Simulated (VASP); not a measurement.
# Be, density of states: which settings are enough?

Be, P6_3/mmc (no. 194), 2 atoms in the cell. LDA; PAW potentials Be (LDA set). VASP 6.6.1.

Wanted: density of states by 0.5 eV bins within 8 %; centre of the states within 12 eV below the valence top within 0.03 eV; states at the Fermi level within 8 %.

What the run is for: density of states; Accuracy asked: standard; k mesh of the density: 15 × 15 × 8.

POSCAR:
```
Be
1.0
    2.2853000000      0.0000000000      0.0000000000
   -1.1426500000      1.9791278553      0.0000000000
    0.0000000000      0.0000000000      3.5842000000
Be
2
Direct
    0.6666666667      0.3333333333      0.7500000000
    0.3333333333      0.6666666667      0.2500000000
```

The series start from Plane-wave cutoff (eV): 290; k-point mesh: 18 × 18 × 10; Energy points (NEDOS): 2001; Occupations for the DOS: ISMEAR=-5; Electronic threshold (eV): 1e-6; Precision mode (PREC): Accurate. Each series keeps the choices made before it, and each single choice may use up half of a tolerance. Times cover all steps of a run.

## Plane-wave cutoff (eV)

| Plane-wave cutoff (eV) | Density of states by 0.5 eV bins, largest deviation against the largest value | Centre of the states within 12 eV below the valence top (eV) | States at the Fermi level (states/eV/atom) | Time (s) |
|---|---|---|---|---|
| 200 | 0.83 % | -4.949 | 0.0539 | 10 |
| 250 | 0.15 % | -4.943 | 0.0539 | 11 |
| 290 | 0.021 % | -4.939 | 0.0539 | 15 |
| 320 | 0.021 % | -4.939 | 0.0539 | 17 |
| 400 | 0.021 % | -4.939 | 0.0539 | 14 |
| 500 (reference) | 0 % | -4.939 | 0.0539 | 32 |

Chosen: 200, the loosest value from which every tighter one stays within half of the tolerance.

## k-point mesh

| k-point mesh | Density of states by 0.5 eV bins, largest deviation against the largest value | Centre of the states within 12 eV below the valence top (eV) | States at the Fermi level (states/eV/atom) | Time (s) |
|---|---|---|---|---|
| 8 × 8 × 4 | 52 % | -5.696 | 0.0277 | 6.5 |
| 10 × 10 × 6 | 38 % | -4.805 | 0.057 | 6.1 |
| 12 × 12 × 7 | 20 % | -4.886 | 0.0431 | 8.9 |
| 15 × 15 × 8 | 16 % | -4.920 | 0.0478 | 8.7 |
| 18 × 18 × 10 | 6 % | -4.949 | 0.0539 | 10 |
| 22 × 22 × 12 | 3.9 % | -4.934 | 0.0554 | 15 |
| 27 × 27 × 15 | 3 % | -4.923 | 0.0615 | 22 |
| 32 × 32 × 18 (reference) | 0 % | -4.933 | 0.0607 | 30 |

Chosen: 27 × 27 × 15.

## Energy points (NEDOS)

| Energy points (NEDOS) | Density of states by 0.5 eV bins, largest deviation against the largest value | Centre of the states within 12 eV below the valence top (eV) | States at the Fermi level (states/eV/atom) | Time (s) |
|---|---|---|---|---|
| 301 | 0.32 % | -4.931 | 0.0619 | 18 |
| 501 | 0.34 % | -4.931 | 0.0617 | 19 |
| 1001 | 0.32 % | -4.926 | 0.0612 | 25 |
| 2001 | 0.63 % | -4.923 | 0.0615 | 22 |
| 4001 (reference) | 0 % | -4.925 | 0.0616 | 22 |

Chosen: 301.

## Occupations for the DOS

| Occupations for the DOS | Density of states by 0.5 eV bins, largest deviation against the largest value | Centre of the states within 12 eV below the valence top (eV) | States at the Fermi level (states/eV/atom) | Time (s) |
|---|---|---|---|---|
| ISMEAR=-5 | 0 % | -4.931 | 0.0619 | 18 |
| ISMEAR=-4 | 0 % | -4.931 | 0.0619 | 20 |
| ISMEAR=0 SIGMA=0.05 | 9.8 % | -4.843 | 0.086 | 13 |
| ISMEAR=0 SIGMA=0.1 | 9.1 % | -4.864 | 0.079 | 14 |
| ISMEAR=-15 SIGMA=0.025 | 0.063 % | -4.931 | 0.0619 | 20 |
| ISMEAR=1 SIGMA=0.1 | 9.9 % | -4.839 | 0.0923 | 12 |

Chosen: ISMEAR=-5; no other choice that stays within half of the tolerance saves 30 % of the time.

## Electronic threshold (eV)

| Electronic threshold (eV) | Density of states by 0.5 eV bins, largest deviation against the largest value | Centre of the states within 12 eV below the valence top (eV) | States at the Fermi level (states/eV/atom) | Time (s) |
|---|---|---|---|---|
| 0.001 | 0.021 % | -4.931 | 0.0619 | 15 |
| 0.0001 | 0.021 % | -4.931 | 0.0619 | 16 |
| 1e-5 | 0.021 % | -4.931 | 0.0619 | 16 |
| 1e-6 (reference) | 0 % | -4.931 | 0.0619 | 18 |

Chosen: 0.001.

## Precision mode (PREC)

| Precision mode (PREC) | Density of states by 0.5 eV bins, largest deviation against the largest value | Centre of the states within 12 eV below the valence top (eV) | States at the Fermi level (states/eV/atom) | Time (s) |
|---|---|---|---|---|
| Normal | 0.021 % | -4.932 | 0.0619 | 13 |
| Accurate (reference) | 0 % | -4.931 | 0.0619 | 15 |

Chosen: Normal.

## All choices together

| Input | Density of states by 0.5 eV bins, largest deviation against the largest value | Centre of the states within 12 eV below the valence top (eV) | States at the Fermi level (states/eV/atom) | Time (s) |
|---|---|---|---|---|
| defaults for smearing, thresholds and mesh (naive) | 61 % | -5.385 | 0.2838 | 6.8 |
| chosen settings | 2 % | -4.932 | 0.0619 | 13 |
| reference settings throughout | 0 % | -4.935 | 0.061 | 74 |

The tolerance is met.

## The input

INCAR.step1:
```
SYSTEM = Be
  ALGO = Normal
  EDIFF = 0.001
  ENCUT = 200
  GGA = CA
  GGA_COMPAT = .False.
  ISMEAR = 1
  LASPH = .True.
  LCHARG = .True.
  LREAL = .False.
  LWAVE = .False.
  NBANDS = 18
  NELM = 120
  PREC = Normal
  SIGMA = 0.1
```

INCAR.step2, as INCAR.step1 but for:
```
- ISMEAR = 1
- LCHARG = .True.
- SIGMA = 0.1
+ EMAX = 14.946
+ EMIN = -10.054
+ ICHARG = 11
+ ISMEAR = -5
+ LCHARG = .False.
+ LORBIT = 11
+ NEDOS = 301
```

KPOINTS.step1:
```
k-points
0
Gamma
  15 15 8
```

KPOINTS.step2:
```
Automatic mesh
0
Gamma
  27 27 15
  0 0 0
```

Commands (each step's output is kept before the next begins):
```
cat potpaw_LDA.64/Be/POTCAR > POTCAR
cp INCAR.step1 INCAR
cp KPOINTS.step1 KPOINTS
mpirun -np 1 vasp_std > vasp.out
cp INCAR.step2 INCAR
cp KPOINTS.step2 KPOINTS
mpirun -np 1 vasp_std > vasp.out
```

The chosen input took VASP 6.6.1 13 s on 1 core (Intel Xeon 6975P-C (Granite Rapids)), a shared host.

## An input that fails: tetrahedra on too few k points

VASP's message: IBZKPT: tetrahedron method fails for NKPT<4. NKPT = 1.

k mesh: 18 × 18 × 10 becomes 1 × 1 × 1.

Changes against the starting input:
```
(step 2)
- NELM = 120
+ NELM = 75
```
